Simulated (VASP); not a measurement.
# GaAs (F-43m) in VASP: a series of runs

Runs on GaAs. Level: PBE. Tasks: G0W0 quasiparticle levels.

Everything below comes from runs of VASP 6.6.1. Logs are shortened: lines on timing, memory, paths and dates and some standing lists are left out, and cuts for length are marked.

## Step 1: Starting point

The structure is cubic, space group F-43m (No. 216). Conventional cell: a = 5.654 Å, b = 5.654 Å, c = 5.654 Å, α = 90.00°, β = 90.00°, γ = 90.00°. Around As (site symmetry -43m) lie 4 Ga at 2.45 Å. Around Ga (site symmetry -43m) lie 4 As at 2.45 Å.

## Step 2: G0W0 quasiparticle levels, PBE

POSCAR reads:

```
GaAs
1.0
    0.0000000000      2.8268500000      2.8268500000
    2.8268500000      0.0000000000      2.8268500000
    2.8268500000      2.8268500000      0.0000000000
As Ga
1 1
Direct
    0.7500000000      0.7500000000      0.7500000000
    0.0000000000      0.0000000000      0.0000000000
```

INCAR.step1 reads:

```
PREC     = Accurate       # precision mode
ENCUT    = 450            # plane-wave cutoff, eV
EDIFF    = 1E-8           # SCF threshold, eV
ISMEAR   = 0              # smearing method
SIGMA    = 0.01           # smearing width, eV
LREAL    = False          # projectors in reciprocal space
LASPH    = True           # aspherical terms in the spheres
NELM     = 100            # most SCF steps
ALGO     = Normal         # electronic algorithm
LWAVE    = True           # write WAVECAR
LCHARG   = False          # write CHGCAR
GGA      = PE             # functional
```

INCAR.step2 reads:

```
PREC     = Accurate       # precision mode
ENCUT    = 450            # plane-wave cutoff, eV
EDIFF    = 1E-8           # SCF threshold, eV
ISMEAR   = 0              # smearing method
SIGMA    = 0.01           # smearing width, eV
LREAL    = False          # projectors in reciprocal space
LASPH    = True           # aspherical terms in the spheres
NELM     = 1              # most SCF steps
ALGO     = Exact          # electronic algorithm
LWAVE    = True           # write WAVECAR
LCHARG   = False          # write CHGCAR
GGA      = PE             # functional
NBANDS   = 189            # bands
LOPTICS  = True           # frequency-dependent dielectric function
ISTART   = 1
```

INCAR.step3 reads:

```
PREC     = Accurate       # precision mode
ENCUT    = 450            # plane-wave cutoff, eV
EDIFF    = 1E-8           # SCF threshold, eV
ISMEAR   = 0              # smearing method
SIGMA    = 0.01           # smearing width, eV
LREAL    = False          # projectors in reciprocal space
LASPH    = True           # aspherical terms in the spheres
ALGO     = EVGW0          # electronic algorithm
LWAVE    = False          # write WAVECAR
LCHARG   = False          # write CHGCAR
GGA      = PE             # functional
NELMGW   = 1            
NBANDS   = 189            # bands
ENCUTGW  = 200            # cutoff of the response function
NOMEGA   = 48             # frequency points
PRECFOCK = Fast         
ISTART   = 1            
NBANDSGW = 17
```

KPOINTS reads:

```
regular mesh
0
Gamma
  4 4 4
```

Potentials or basis: VASP PAW PBE potentials, release 64 (As_GW, Ga_d_GW).

Command:

```bash
cat potpaw_PBE.64/As_GW/POTCAR potpaw_PBE.64/Ga_d_GW/POTCAR > POTCAR
cp INCAR.step1 INCAR
mpirun -np 1 vasp_std > vasp.out
cp INCAR.step2 INCAR
mpirun -np 1 vasp_std > vasp.out
cp INCAR.step3 INCAR
mpirun -np 1 vasp_std > vasp.out
```

OUTCAR:

```text
PREC = Accurate
   ENCUT = 450
   EDIFF = 1E-8
   ISMEAR = 0
   LREAL = False
   LASPH = True
   GGA = PE
   NELMGW = 1
   ENCUTGW = 200
   PRECFOCK = Fast
   ISTART = 1

 Found      8 irreducible k-points:

 Following reciprocal coordinates:
            Coordinates               Weight
  0.000000  0.000000  0.000000      1.000000
  0.250000  0.000000  0.000000      8.000000
  0.500000  0.000000  0.000000      4.000000
  0.250000  0.250000  0.000000      6.000000
  0.500000  0.250000  0.000000     24.000000
 -0.250000  0.250000  0.000000     12.000000
   k-points           NKPTS =      8   k-points in BZ     NKDIM =     64   number of bands    NBANDS=    189
   number of dos      NEDOS =    301   number of ions     NIONS =      2
   total plane-waves  NPLWV =  21952
   dimension x,y,z NGX =    28 NGY =   28 NGZ =   28
   dimension x,y,z NGXF=    56 NGYF=   56 NGZF=   56
   ions per type =               1   1
   NGX,Y,Z   is equivalent  to a cutoff of  11.64, 11.64, 11.64 a.u.
   NGXF,Y,Z  is equivalent  to a cutoff of  23.29, 23.29, 23.29 a.u.
 SYSTEM =  unknown system
   PREC   = accura    normal or accurate (medium, high low for compatibility)
   ISTART =      1    job   : 0-new  1-cont  2-samecut
   ICHARG =      0    charge: 1-file 2-atom 10-const
   ISPIN  =      1    spin polarized calculation?
   LNONCOLLINEAR =      F non collinear calculations
   LSORBIT =      F    spin-orbit coupling
   LASPH  =      T    aspherical Exc in radial PAW
   ENCUT  =  450.0 eV  33.07 Ry    5.75 a.u.   6.91  6.91  6.91*2*pi/ulx,y,z
   NELM   =     60;   NELMIN=  2; NELMDL=  0     # of ELM steps
   EDIFF  = 0.1E-07   stopping-criterion for ELM
   LREAL  =      F    real-space projection
   EDIFFG = 0.1E-06   stopping-criterion for IOM
   NSW    =      0    number of steps for IOM
   IBRION =     -1    ionic relax: 0-MD 1-quasi-New 2-CG
   NFREE  =      0    steps in history (QN), initial steepest desc. (CG)
   ISIF   =      0    stress and relaxation
   ISYM   =      3    0-nonsym 1-usesym 2-fastsym
   POTIM  = 0.5000    time-step for ionic-motion
   TEBEG  =    0.0;   TEEND  =   0.0 temperature during run
   PSTRESS=    0.0 pullay stress
   NELECT =      18.0000    total number of electrons
   NUPDOWN=      -1.0000    fix difference up-down
   EMIN   =  10.00;   EMAX   =-10.00  energy-range for DOS
   EFERMI =   0.00;   METHOD = LEGACY
   ISMEAR =     0;   SIGMA  =   0.01  broadening in eV -4-tet -1-fermi 0-gaus
   EFERMI_NEDOS =   21; number of points for ismear=-14 and -15
   IALGO  =     38    algorithm
   IMIX   =      4    mixing-type and parameters
     AMIX     =   0.40;   BMIX     =  1.00
     AMIX_MAG =   1.60;   BMIX_MAG =  1.00
  volume/ion in A,a.u.               =      22.59       152.44
  Fermi-wavevector in a.u.,A,eV,Ry     =   1.204628  2.276417 19.743799  1.451128
  Thomas-Fermi vector in A             =   2.340347
   LORBIT       =      0    0 simple, 1 ext, 2 COOP (PROOUT), +10 PAW based schemes
   GGA     = PE    functional components
   LHFCALC =     T    Hartree Fock is set to
   PRECFOCK=fast      Normal, Fast or Accurate (Low or Medium for compatibility)
   ENCUT4O =  -1.0   cutoff for four orbital integrals eV
   NKREDX  =     1    reduce k-point grid by
   NKREDY  =     1    reduce k-point grid by
   NKREDZ  =     1    reduce k-point grid by
   AEXX    =    1.0000 exact exchange contribution
   HFSCREEN=    0.0000 screening length (either q_TF or 0.3 A-1)
   HFSCREENC=   0.0000 screening length for correlation (either q_TF or 0.3 A-1)
   ENCUTFOCK=  -1.0 apply spherical cutoff to Coloumb kernel
   IVDW    =     0    specifies the selected vdW correction
   LEPSILON=     F    determine dielectric tensor
   LRPA    =     F    only Hartree local field effects (RPA)
   LRPAFORCE           =     F    calculate RPA forces
   ENCUTGW             = 200.0    cutoff for response function in eV
   ENCUTGWSOFT         = 160.0    soft cutoff for Coulomb kernel in GW response function in eV
   ENCUTLF             =  -1.0    cutoff for local field effects
   NELMGW              =     1    number of iterations in solving QP/BSE equation
   NELMHF              =     1    number of iterations in the inner HF iteration
   NKREDLFX            =     1    NKREDLFY  =   1   NKREDLFZ  =   1
 non-spin polarized calculation
 Gauss-broadening in eV      SIGMA  =   0.01
  energy-cutoff  :      450.00
  volume of cell :       45.18
 maximum number of plane-waves:       992
  NGX = 16; NGY = 16; NGZ = 16
   NGX = 13   NGY = 13   NGZ = 13
 maximum number of plane-waves:       303

 QP shifts <psi_nk| G(iteration)W_0 |psi_nk>: iteration 1
 for sc-GW calculations column KS-energies equals QP-energies in previous step
 and V_xc(KS)=  KS-energies - (<T + V_ion + V_H > + <T+V_H+V_ion>^1  + <V_x>^1)

 k-point   1 :       0.0000    0.0000    0.0000
  band No.  KS-energies  QP-energies   sigma(KS)   V_xc(KS)     V^pw_x(r,r')   Z            occupation Imag(sigma)

      1     -10.9629     -13.0276     -24.7877     -21.7119     -35.0432       0.6713       2.0000       0.1271
      2     -10.9629     -13.0276     -24.7877     -21.7119     -35.0432       0.6713       2.0000       0.1271
      3     -10.9629     -13.0276     -24.7877     -21.7119     -35.0432       0.6713       2.0000       0.1271
      4     -10.8853     -12.9713     -24.9131     -21.8124     -35.1493       0.6727       2.0000       0.0950
      5     -10.8853     -12.9713     -24.9131     -21.8124     -35.1493       0.6727       2.0000       0.0950
      6      -8.8326      -9.3073     -11.8796     -11.1342     -18.1005       0.6368       2.0000       0.7797
[... 9 lines left out ...]
     16      13.9705      13.8714      -9.9484      -9.8163      -4.5025       0.7505       0.0000      -0.3430
     17      15.4125      15.1922      -7.9980      -7.7052      -2.2207       0.7526       0.0000      -0.4365

 k-point   2 :       0.2500    0.0000    0.0000
  band No.  KS-energies  QP-energies   sigma(KS)   V_xc(KS)     V^pw_x(r,r')   Z            occupation Imag(sigma)

      1     -11.0045     -13.0302     -24.5115     -21.4892     -34.7082       0.6702       2.0000       0.1403
      2     -10.9518     -13.0193     -24.8108     -21.7338     -35.0697       0.6719       2.0000       0.1258
      3     -10.9518     -13.0193     -24.8108     -21.7338     -35.0697       0.6719       2.0000       0.1258
      4     -10.8850     -12.9720     -24.9119     -21.8132     -35.1516       0.6735       2.0000       0.0954
      5     -10.8850     -12.9720     -24.9119     -21.8132     -35.1516       0.6735       2.0000       0.0954
      6      -8.1398      -8.6534     -12.2811     -11.5054     -18.3161       0.6621       2.0000       0.7388
[... 9 lines left out ...]
     16      12.8852      12.7229      -9.2817      -9.0663      -3.9808       0.7536       0.0000      -0.3135
     17      15.8039      15.6864      -8.8500      -8.6940      -2.8348       0.7533       0.0000      -0.5182

 k-point   3 :       0.5000    0.0000    0.0000
  band No.  KS-energies  QP-energies   sigma(KS)   V_xc(KS)     V^pw_x(r,r')   Z            occupation Imag(sigma)

      1     -11.0402     -13.0387     -24.3351     -21.3480     -34.4954       0.6690       2.0000       0.1498
      2     -10.9438     -13.0115     -24.8231     -21.7450     -35.0805       0.6718       2.0000       0.1236
      3     -10.9438     -13.0115     -24.8231     -21.7450     -35.0805       0.6718       2.0000       0.1236
      4     -10.8814     -12.9683     -24.9210     -21.8253     -35.1691       0.6741       2.0000       0.0970
      5     -10.8814     -12.9683     -24.9210     -21.8253     -35.1691       0.6741       2.0000       0.0970
      6      -7.0632      -7.5819     -12.8951     -12.1258     -18.5925       0.6742       2.0000       0.6276
[... 9 lines left out ...]
     16      15.7347      15.6701      -9.6848      -9.5979      -3.5460       0.7427       0.0000      -0.5356
     17      16.3645      16.4891     -10.1802     -10.3482      -3.7342       0.7418       0.0000      -0.6476

 k-point   4 :       0.2500    0.2500    0.0000
  band No.  KS-energies  QP-energies   sigma(KS)   V_xc(KS)     V^pw_x(r,r')   Z            occupation Imag(sigma)

      1     -11.0248     -13.0404     -24.4561     -21.4472     -34.6464       0.6699       2.0000       0.1433
      2     -10.9390     -13.0116     -24.8435     -21.7618     -35.1081       0.6725       2.0000       0.1241
      3     -10.9390     -13.0116     -24.8435     -21.7618     -35.1081       0.6725       2.0000       0.1241
      4     -10.8968     -12.9734     -24.8715     -21.7768     -35.1009       0.6710       2.0000       0.0968
      5     -10.8789     -12.9677     -24.9229     -21.8256     -35.1676       0.6744       2.0000       0.0952
      6      -7.9039      -8.4133     -12.3385     -11.5692     -18.2940       0.6623       2.0000       0.7232
[... 9 lines left out ...]
     16      15.2981      15.2104      -8.9371      -8.8205      -2.8919       0.7524       0.0000      -0.4985
     17      17.5561      17.2947      -8.2921      -7.9464      -2.2272       0.7562       0.0000      -0.6243

 k-point   5 :       0.5000    0.2500    0.0000
  band No.  KS-energies  QP-energies   sigma(KS)   V_xc(KS)     V^pw_x(r,r')   Z            occupation Imag(sigma)

      1     -11.0518     -13.0460     -24.3282     -21.3479     -34.4947       0.6691       2.0000       0.1513
      2     -10.9331     -13.0093     -24.8482     -21.7645     -35.1092       0.6733       2.0000       0.1206
      3     -10.9278     -13.0051     -24.8632     -21.7836     -35.1313       0.6745       2.0000       0.1231
      4     -10.8961     -12.9755     -24.8771     -21.7837     -35.1126       0.6722       2.0000       0.0977
      5     -10.8782     -12.9683     -24.9224     -21.8283     -35.1711       0.6755       2.0000       0.0959
      6      -6.7727      -7.2782     -12.8891     -12.1478     -18.4831       0.6820       2.0000       0.6073
[... 9 lines left out ...]
     16      16.4647      16.4437      -9.3948      -9.3666      -3.1640       0.7440       0.0000      -0.6105
     17      16.9228      16.8269      -9.4222      -9.2932      -3.2335       0.7429       0.0000      -0.5964

 k-point   6 :      -0.2500    0.2500    0.0000
  band No.  KS-energies  QP-energies   sigma(KS)   V_xc(KS)     V^pw_x(r,r')   Z            occupation Imag(sigma)

      1     -11.0372     -13.0384     -24.3649     -21.3760     -34.5370       0.6696       2.0000       0.1499
      2     -10.9399     -13.0121     -24.8351     -21.7517     -35.0925       0.6720       2.0000       0.1209
      3     -10.9379     -13.0086     -24.8421     -21.7646     -35.1083       0.6729       2.0000       0.1249
      4     -10.8872     -12.9695     -24.9021     -21.8060     -35.1416       0.6726       2.0000       0.0956
      5     -10.8850     -12.9717     -24.9084     -21.8114     -35.1511       0.6738       2.0000       0.0963
      6      -7.1892      -7.7041     -12.7048     -11.9419     -18.4368       0.6750       2.0000       0.6487
[... 9 lines left out ...]
     16      16.5642      16.5045      -9.3819      -9.3017      -3.1880       0.7443       0.0000      -0.5961
     17      17.1741      17.0048      -8.5290      -8.3036      -2.5823       0.7512       0.0000      -0.5453

 [... further k-points ...]
```

It took 3.5 min on 1 thread of Intel Xeon Platinum 8488C (Sapphire Rapids), shared host; peak memory 0.5 GiB.

The run converged, but some of its settings lie outside the range that counts as converged, so its numbers aren't taken as properties of the crystal.

Results:

```
Band gap on the k mesh, mean-field level : 0.50 eV, direct
Quasiparticle gap                        : 1.40 eV
Least direct quasiparticle gap           : 1.40 eV
```

Caveat: the k mesh is coarse (spacing up to 0.48 Å⁻¹), so the values aren't converged; bands, screening cutoff and mesh are small and nothing is extrapolated, so the quasiparticle values aren't converged.

(Continued in part 2 of 2.)
